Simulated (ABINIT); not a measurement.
A run of ABINIT 10.8.3 (patched build):

Contents of run.abi:

```
pp_dirpath "./"
pseudos "Cu.upf, O.upf"

acell 5.4811209356 5.4811209356 9.692027348
rprim
     0.8073996500    -0.5900049196     0.0000000000
     0.8073996500     0.5900049196     0.0000000000
    -0.1657361228     0.0000000000     0.9861701362
ntypat 2
znucl 29 8
natom 4
typat 1 1 2 2
xred
     0.5000000000     0.0000000000     0.5000000000
     0.0000000000     0.5000000000     0.0000000000
     0.4184000000     0.5816000000     0.7500000000
     0.5816000000     0.4184000000     0.2500000000
chkprim 0
chksymtnons 0
tolsym 1.0e-6

ecut 46.0

kptopt 1
ngkpt 8 8 4
nshiftk 1
shiftk 0.0 0.0 0.0

ixc 11

nband 30
occopt 3
tsmear 0.05 eV

nstep 100
tolvrs 1.0e-10

iomode 3
prtwf 0
prtden 0
prteig 0
prtebands 0
enunit 1
```

Potentials or basis: PseudoDojo NC SR PBE v0.4.1 standard.

Launch:

```sh
$ abinit run.abi > log 2>&1
```

Hardware: 1 thread of Arm Neoverse V1, with other jobs on the host.

Question: Estimate the wall time of this run.

Answer: Run time: 6.3 min on 1 thread of Arm Neoverse V1, on a shared host, peak memory 0.21 GiB. Counts: scf iterations 13, mpi ranks 1, k points 78, bands 30, plane waves 4097.
